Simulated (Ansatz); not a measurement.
# TiSe (Pm-3m) in Ansatz: notebook

One crystal, TiSe, is run at these levels: HF; tasks: single point, relaxation of cell and atoms.

All numbers are computed with Ansatz 0.2.0; they aren't measurements. Logs are shortened: lines on timing, memory, paths and dates and some standing lists are left out, and cuts for length are marked.

**1. The structure**

It takes space group Pm-3m (No. 221, cubic). Conventional cell: a = 3.403 Å, b = 3.403 Å, c = 3.403 Å, α = 90.00°, β = 90.00°, γ = 90.00°. Ti (site symmetry m-3m) is surrounded by 8 Se at 2.95 Å. Around Se (site symmetry m-3m) lie 8 Ti at 2.95 Å.

The cell comes from a database or a generator and needn't be the stable form of this composition.

**2. Single point, HF**

Contents of input:

```
crystal:
  lattice:
    - [3.40340081, 0.0, 0.0]
    - [0.0, 3.40340081, 0.0]
    - [0.0, 0.0, 3.40340081]
  atoms:
    - { symbol: Ti, position: [0.0, 0.0, 0.0] }
    - { symbol: Se, position: [0.5, 0.5, 0.5] }
hamiltonian:
  xc: hf
  pseudopotentials: { kind: paw }
kpoints:
  mp_grid: { grid: [4, 4, 4] }
scf:
  occupations: { method: fermi_dirac, width: 0.05 }
output:
  forces: true
  stress: true
  eigenvalues: true
  write_density: true
  write_potential: true
  elf: true
  volumetric_format: npy
```

Potentials or basis: Ansatz PAW.

The log of the run:

```text
Warning: output.stress: scf.convergence.dr2_threshold = 1e-7 eV (the SCF's general default) is looser than the 2e-10 eV advised for a printed stress (1e-10 eV for each atom of the cell: 2). What an SCF threshold leaves in a stress goes as its square root, and in the free energy as the threshold itself, and one threshold admits the most on a small cell: of the crystals measured, under no hybrid functional and no lock of the moments, on runs that ended without the residual-converged pass, on stresses that held no estimate of that error, the worst erred by over 100 MPa in a component at 1e-7 eV an atom and by under 5 at 1e-10. Set scf.convergence.dr2_threshold to 2e-10 eV or tighter. The threshold is an SCF's pass mark: one that does not reach it within its budget of iterations ends unconverged, or closes short of it on a stop that the run arms, and scf.convergence.dr2_threshold's page says what that costs each kind of run
Warning: output.stress: scf.exx.energy_threshold = 1e-6 eV is looser than the 2e-8 eV advised for a stress under a hybrid functional (1e-8 eV for each atom of the cell: 2). Every SCF of the exchange loop can meet its threshold on dr2 while the loop round them stops early: no threshold on dr2 bounds what that leaves in the stress. Set scf.exx.energy_threshold to 2e-8 eV or tighter. The threshold is the loop's pass mark: a loop that does not reach it within its budget of cycles ends unconverged, and scf.exx.energy_threshold's page has the law
GPUs: using 1 of 1 available (devices: 1).
Engine: ansatz 0.2.0, x86_64-unknown-linux-gnu
Pseudopotentials: kind: paw
Pseudopotential: Ti, paw, valence charge 12, recommended cutoff 420 eV (normal), Ti.paw.azcp
Pseudopotential: Se, paw, valence charge 16, recommended cutoff 420 eV (normal), Se.paw.azcp
Functional definition: HF
  exchange = exact_x
  correlation = 0
device memory: the entry about to start is reckoned to put 0.4 GiB on a device that reports 28.4 GiB free (of which the cap on the GPU budget leaves the run 18.0 GiB)
GPU FFT provider: cuFFT
GPU libraries: cuBLAS 13.8.2, cuFFT 12.4.0, cuSOLVER 12.3.4
Crystal: 2 atoms, lattice volume = 39.422 Å³
Basis set: ecut = 420 eV, 751 PW (Γ)
Bands: 18, of which v1, the nominal top of the filled ones, is band 14 counted from 1 (13 counted from 0)
Symmetry: 48 space group operations
Space group: Pm-3m (ITA 221), of the structure as read, at distance tolerance 3.4e-5 Å
k-points: 10 of 64
Non-local potential: Ti, projectors of the file, l = 0: 3, l = 1: 2, l = 2: 3, l = 3: 1
Non-local potential: Se, projectors of the file, l = 0: 2, l = 1: 2, l = 2: 3, l = 3: 1
PAW form: soft (Blöchl's): semilocal exchange-correlation on the pseudo side does not see the compensation charge
PAW frozen core: Ti, regenerated for the run's functional, and the local potential with it (the file was generated under x = pbe(κ = 0.804, μ = 0.2195149727645171), c = pbe(β = 0.06672455060314922))
PAW frozen core: Se, regenerated for the run's functional, and the local potential with it (the file was generated under x = pbe(κ = 0.804, μ = 0.2195149727645171), c = pbe(β = 0.06672455060314922))
PAW one-centre angular grid: Ti, 590 points (default); XC on 64 Gauss nodes
PAW one-centre angular grid: Se, 590 points (default); XC on 64 Gauss nodes
Initial density: superposition of atomic densities (neutral atoms: chi_scale 0, normalization atom), corrected by the library's trained network
Initial wavefunctions: pseudopotential atomic-orbital guess
GPU buffer pool allocated for 13824 grid points (all kernels)
GPU transforms: local potential and band sums: pruned to the plane-wave sphere, on 24×24×24
Functional: x = pbe(κ = 0.804, μ = 0.2195149727645171), c = none, warm-up for x = 0 pbe(κ = 0.804, μ = 0.2195149727645171) + 1 exact, c = none
SCF iter   1: F=—  HF=-7898.358986 eV  |F-HF|=—  |Δ(HF+E_count)|=         —  Δρ=1.19e-2  dr2=4.57e-2  ethr=1.77e-3  ⟨swp⟩=4.7  Hψ=663  notcnv=0
preconditioner: auto → none  [insulator: Δε(μ)=0.169 eV  Ē_g=6.553 eV  σ=0.050 eV  W_gap=0.54  n_scr=6 (ndim 8)  ℏωp=18.7 eV  f_vac=0.000  D(μ)=3.88/eV (n_scr^D=56)]
SCF iter   2: F=—  HF=-7898.352187 eV  |F-HF|=—  |Δ(HF+E_count)|=   6.80e-3  Δρ=5.88e-3  dr2=1.16e-2  ethr=1.63e-4  ⟨swp⟩=2.8  Hψ=381  notcnv=0
iter 3 solved again at ethr=1.25e-6 eV; its pass at ethr=4.15e-5 eV (dr2=3.51e-4 eV) is discarded
SCF iter   3: F=—  HF=-7898.352997 eV  |F-HF|=—  |Δ(HF+E_count)|=   8.11e-4  Δρ=1.23e-3  dr2=3.53e-4  ethr=1.25e-6  ⟨swp⟩=2.7  Hψ=794  notcnv=0
SCF iter   4: F=—  HF=-7898.353008 eV  |F-HF|=—  |Δ(HF+E_count)|=   1.07e-5  Δρ=5.69e-4  dr2=4.98e-5  ethr=1.25e-6  ⟨swp⟩=3.0  Hψ=399  notcnv=0
SCF iter   5: F=—  HF=-7898.353043 eV  |F-HF|=—  |Δ(HF+E_count)|=   3.46e-5  Δρ=2.10e-4  dr2=2.23e-5  ethr=1.78e-7  ⟨swp⟩=4.7  Hψ=429  notcnv=0
SCF iter   6: F=—  HF=-7898.353039 eV  |F-HF|=—  |Δ(HF+E_count)|=   4.08e-6  Δρ=8.28e-5  dr2=4.07e-6  ethr=7.97e-8  ⟨swp⟩=3.3  Hψ=345  notcnv=0
SCF iter   7: F=—  HF=-7898.353038 eV  |F-HF|=—  |Δ(HF+E_count)|=   6.37e-7  Δρ=2.86e-5  dr2=4.68e-7  ethr=1.45e-8  ⟨swp⟩=3.8  Hψ=349  notcnv=0
SCF iter   8: F=—  HF=-7898.353038 eV  |F-HF|=—  |Δ(HF+E_count)|=   5.01e-8  Δρ=1.83e-6  dr2=4.13e-10  ethr=1.67e-9  ⟨swp⟩=4.2  Hψ=379  notcnv=0
SCF iter   9: F=-7898.353038 eV  HF=-7898.353038 eV  |F-HF|=1.18e-11  |Δ(HF+E_count)|=   3.93e-9  Δρ=4.70e-7  dr2=8.80e-11  ethr=1.47e-12  ⟨swp⟩=5.2  Hψ=629  notcnv=0
[... 78 lines left out ...]
SCF iter   3: F=—  HF=-7903.542724 eV  |F-HF|=—  |Δ(HF+E_count)|=   1.83e-8  Δρ=2.21e-5  dr2=2.18e-5  ethr=1.61e-9  ⟨swp⟩=4.0  Hψ=530  notcnv=0
SCF iter   4: F=—  HF=-7903.542724 eV  |F-HF|=—  |Δ(HF+E_count)|=   6.61e-8  Δρ=7.38e-6  dr2=2.17e-5  ethr=5.62e-10  ⟨swp⟩=2.9  Hψ=342  notcnv=0
SCF iter   5: F=—  HF=-7903.542872 eV  |F-HF|=—  |Δ(HF+E_count)|=   1.49e-4  Δρ=8.83e-5  dr2=7.43e-6  ethr=6.00e-11  ⟨swp⟩=5.8  Hψ=807  notcnv=0
SCF iter   6: F=—  HF=-7903.542871 eV  |F-HF|=—  |Δ(HF+E_count)|=   1.24e-6  Δρ=1.10e-5  dr2=5.14e-6  ethr=6.00e-11  ⟨swp⟩=5.0  Hψ=611  notcnv=0
SCF iter   7: F=—  HF=-7903.542871 eV  |F-HF|=—  |Δ(HF+E_count)|=   2.19e-8  Δρ=2.64e-6  dr2=5.06e-6  ethr=6.00e-11  ⟨swp⟩=3.9  Hψ=364  notcnv=0
SCF iter   8: F=—  HF=-7903.542897 eV  |F-HF|=—  |Δ(HF+E_count)|=   2.54e-5  Δρ=5.66e-5  dr2=3.17e-6  ethr=8.16e-12  ⟨swp⟩=6.4  Hψ=834  notcnv=0
SCF iter   9: F=—  HF=-7903.542896 eV  |F-HF|=—  |Δ(HF+E_count)|=   5.86e-7  Δρ=1.12e-6  dr2=1.97e-6  ethr=8.16e-12  ⟨swp⟩=5.0  Hψ=642  notcnv=0
Mixer restart at iter 9: flushing history
SCF iter  10: F=—  HF=-7903.542906 eV  |F-HF|=—  |Δ(HF+E_count)|=   9.70e-6  Δρ=3.75e-5  dr2=1.45e-6  ethr=1.05e-12  ⟨swp⟩=6.4  Hψ=870  notcnv=0
SCF iter  11: F=-7903.542910 eV  HF=-7903.542910 eV  |F-HF|=1.07e-7  |Δ(HF+E_count)|=   4.10e-6  Δρ=2.07e-5  dr2=5.22e-7  ethr=1.05e-12  ⟨swp⟩=6.1  Hψ=853  notcnv=0
SCF 6 stopped early in 11 iterations: F = -7903.542910 eV  dr2 = 5.22e-7
hybrid outer 5: dexx = +2.900e-4 eV, tail = 1.31e-5 eV, Δε = 2.35e-2 eV (about 6.55e-3 eV left of the loop's levels)
GPU FFT provider: cuFFT
GPU libraries: cuBLAS 13.8.2, cuFFT 12.4.0, cuSOLVER 12.3.4
GPU buffer pool allocated for 13824 grid points (all kernels)
GPU transforms: local potential and band sums: pruned to the plane-wave sphere, on 24×24×24
Exchange kernel: α = 1.0000, full range, Wigner–Seitz truncation, v(0) = 6351.6865 eV·Å³, q-mesh 4×4×4, nearest image of the exchange supercell L = 13.61 Å, pair-density grid 18×18×18, without the augmentation charges, whose exchange is taken in its separable form by FFT convolution over the k-point mesh (sized by the pseudopotential files, 24×24×24 at the most), smooth part of the exact exchange by density-matrix convolution in up to 1.21 GiB of GPU memory as planned if the GPU has room (build and FFT work areas not counted)
Frozen-core exchange: fock
SCF iter   1: F=—  HF=-7903.542916 eV  |F-HF|=—  |Δ(HF+E_count)|=         —  Δρ=1.13e-5  dr2=2.44e-7  ethr=5.56e-8  ⟨swp⟩=4.7  Hψ=418  notcnv=0
preconditioner: auto → none  [insulator: Δε(μ)=2.472 eV  Ē_g=12.433 eV  σ=0.050 eV  W_gap=0.50  n_scr=6 (ndim 8)  ℏωp=16.8 eV  f_vac=0.000  D(μ)=2.50/eV (n_scr^D=26)]
SCF iter   2: F=—  HF=-7903.542917 eV  |F-HF|=—  |Δ(HF+E_count)|=   1.17e-6  Δρ=1.05e-5  dr2=1.71e-7  ethr=1.77e-10  ⟨swp⟩=4.8  Hψ=596  notcnv=0
SCF iter   3: F=—  HF=-7903.542918 eV  |F-HF|=—  |Δ(HF+E_count)|=   6.55e-7  Δρ=8.92e-6  dr2=9.40e-8  ethr=1.62e-10  ⟨swp⟩=4.9  Hψ=496  notcnv=0
SCF iter   4: F=—  HF=-7903.542918 eV  |F-HF|=—  |Δ(HF+E_count)|=   2.59e-7  Δρ=5.13e-6  dr2=2.69e-8  ethr=8.75e-11  ⟨swp⟩=5.0  Hψ=526  notcnv=0
SCF iter   5: F=-7903.542918 eV  HF=-7903.542918 eV  |F-HF|=3.97e-9  |Δ(HF+E_count)|=   8.60e-8  Δρ=2.38e-6  dr2=6.27e-9  ethr=3.81e-11  ⟨swp⟩=5.3  Hψ=573  notcnv=0
SCF 7 converged in 5 iterations: F = -7903.542918 eV  dr2 = 6.27e-9
  Residual-converged pass: ⟨swp⟩=2.9  Hψ=331  notcnv=0  max |occ|·‖R‖ = 2.4e-6 eV (tolerance 2.4e-6 eV)  dr2=6.27e-9  dr2_onsite=2.22e-10  max |Δocc| = 5.3e-14
hybrid outer 6: dexx = +6.639e-6 eV, tail = 1.03e-7 eV, Δε = 2.50e-3 eV (about 3.42e-4 eV left of the loop's levels)
hybrid SCF converged: 6 outer / 39 inner (+9 warm-up), last move |dexx| = 6.64e-6 eV, tail = 1.03e-7 eV
Stability not checked: this state was not tested for a lower state beside it, because the functional holds exact exchange (a hybrid, or Hartree-Fock), whose exchange loop this test does not read (fock_operator; see scf.lower_state_search)
Free energy (F): -7903.542918 eV
Frozen-core exchange: fock
Harris-Foulkes:  -7903.542918 eV  (|F-HF|=3.97e-9)
Internal energy: -7903.525590 eV  (E = F + TS)
E sigma→0 (E₀):  -7903.534254 eV
Entropy (-TS):   -0.017329 eV (-8.664 meV/atom)
Fermi energy:    13.353419 eV
--- Per-component energies (eV) ---
  E_band       = -820.434988
  E_kinetic    = 384.001502
  E_local      = -2945.741770  (includes V_loc(G=0)·N_el)
  E_nonlocal   = -603.379197
  E_hartree    = 1404.942857
  E_xc         = 0.000000
  E_vxc        = 0.000000  (∫ρ·V_xc dr)
  E_exx        = -476.870783  (= α·E_x^exact, valence–valence)
  E_paw        = -2609.713977  (= ΣΔE_a)
  E_vpaw       = 488.539734  (= ΣTr[D̂ρ^β])
  E_aug_tail   = -0.000499  (compensation charges beyond the density's cutoff)
  E_ewald      = -3052.345030
  E_core_change = -4.418688  (= ΣΔE_core)
  E_smearing   = -0.017329  (= −TS)
  E_closure    = -0.000005  (closes the sum)
  Σ components = -7903.542918   (vs F -7903.542918, Δ=-9.09e-13)
--- Forces (eV/Å), atoms counted from 1 ---
  atom   1  Ti    -0.00000000     0.00000000     0.00000000
  atom   2  Se     0.00000000     0.00000000    -0.00000000
  max |Σ_I F_I| component: 2.06e-26 eV/Å
--- Stress (GPa, compression-positive) ---
      -10.015788       0.000000       0.000000
        0.000000     -10.015788       0.000000
        0.000000       0.000000     -10.015788
  P = ⅓ Tr σ = -10.0158 GPa (-100.158 kbar)
--- Band table (eV; the first three rows and the last of 10) ---
  k-point 0: bands = ["-65.0545", "-52.1089", "-52.1089", "-52.1073", "-52.1073", "-52.1073", "-34.6984", "-34.6984", "-34.6984", "-9.4553", "8.5658", "8.5658", "8.5658", "9.2823", "9.2823", "18.6881", "20.3412", "20.3412"]
  k-point 1: bands = ["-65.0521", "-52.1090", "-52.1084", "-52.1073", "-52.1072", "-52.1072", "-34.7924", "-34.6978", "-34.6978", "-8.7814", "3.7589", "8.4892", "8.4892", "9.1682", "14.7405", "20.5557", "20.9177", "20.9448"]
  k-point 2: bands = ["-65.0461", "-52.1091", "-52.1074", "-52.1074", "-52.1072", "-52.1072", "-34.8647", "-34.6952", "-34.6952", "-7.8827", "1.0080", "8.4008", "8.4008", "9.1890", "17.6994", "20.7851", "21.2947", "22.1837"]
  k-point 9: bands = ["-65.0264", "-52.1077", "-52.1077", "-52.1077", "-52.1068", "-52.1068", "-34.8582", "-34.8582", "-34.8582", "-5.6281", "4.0621", "4.0621", "4.0621", "17.2793", "17.2793", "18.0152", "18.0152", "18.0152"]
```

Run time: 31 s. Hardware: 1 × NVIDIA H100 80GB HBM3 with 2 threads of AMD EPYC 7R13 (Zen 3), shared host; peak memory 1.7 GiB.

Results:

- Free energy: -7903.5429 eV
- Pressure: -10.0 GPa
- Band gap on the k mesh: none (metal or under the smearing width)

Caveat: the k mesh is coarse (spacing up to 0.46 Å⁻¹), so the values aren't converged, least of all with exact exchange; the PAW data sets come from PBE, with cores solved anew for the run's functional, which leaves a small shift of forces and pressure; the thresholds are loose for stress.

**3. Relaxation of cell and atoms, HF**

Edit input of step 2 so:

```diff
@@ -19,5 +19,5 @@
   eigenvalues: true
-  write_density: true
-  write_potential: true
-  elf: true
-  volumetric_format: npy
+relax:
+  f_tol: 0.01
+  max_steps: 40
+  cell: { stress_tol: 0.05 }
```

Potentials or basis: Ansatz PAW.

Wall time 1.9 min (1 × NVIDIA H100 80GB HBM3 with 2 threads of AMD EPYC 7R13 (Zen 3), shared host); peak memory 1.7 GiB.

Results (log left out):

| Quantity | Value |
| --- | --- |
| Free energy | -7903.6887 eV |
| Relaxed volume | 17.61 Å³/atom |
| Relaxed cell | a = 3.278 Å, b = 3.278 Å, c = 3.278 Å, α = 90.00°, β = 90.00°, γ = 90.00° |
| Space group after relaxing (to 0.05 Å) | Pm-3m (No. 221) |
| Energy gained by relaxing | 72.9 meV/atom |
| Ionic steps | 5 |
| Pressure after relaxing | 0.0 GPa |
| Band gap on the k mesh | none (metal or under the smearing width) |

The path:
```tsv
step	energy change (eV)	largest force (eV/Å)	volume (Å³)
1	0.0000	0.0000	39.42
2	-0.1341	0.0000	33.93
3	-0.1492	0.0000	35.47
4	-0.1501	0.0000	35.21
5	-0.1458	0.0000	35.21
```

Final structure:
```
CELL_PARAMETERS angstrom
3.27766 0.00000 0.00000
0.00000 3.27766 0.00000
0.00000 0.00000 3.27766
ATOMIC_POSITIONS crystal
Ti 0.00000 0.00000 0.00000
Se 0.50000 0.50000 0.50000
```

Levels at points of the mesh, in eV from the Fermi level:
```tsv
k point	band 12	band 13	band 14	band 15	band 16	band 17
(0.00, 0.00, 0.00)	-4.93	-4.93	-4.54	-4.54	6.52	7.03
(0.00, 0.00, -0.50)	-5.31	-5.31	-4.43	4.88	7.56	8.75
(0.00, -0.50, -0.50)	-10.64	-5.23	-2.65	5.06	5.27	5.27
(-0.50, -0.50, -0.50)	-10.22	-10.22	4.53	4.53	4.63	4.63
```

Caveat: the k mesh is coarse (spacing up to 0.46 Å⁻¹), so the values aren't converged, least of all with exact exchange; the plane-wave basis is chosen anew once the cell has moved, so the energies of steps on either side of that aren't comparable; the PAW data sets come from PBE, with cores solved anew for the run's functional, which leaves a small shift of forces and pressure.
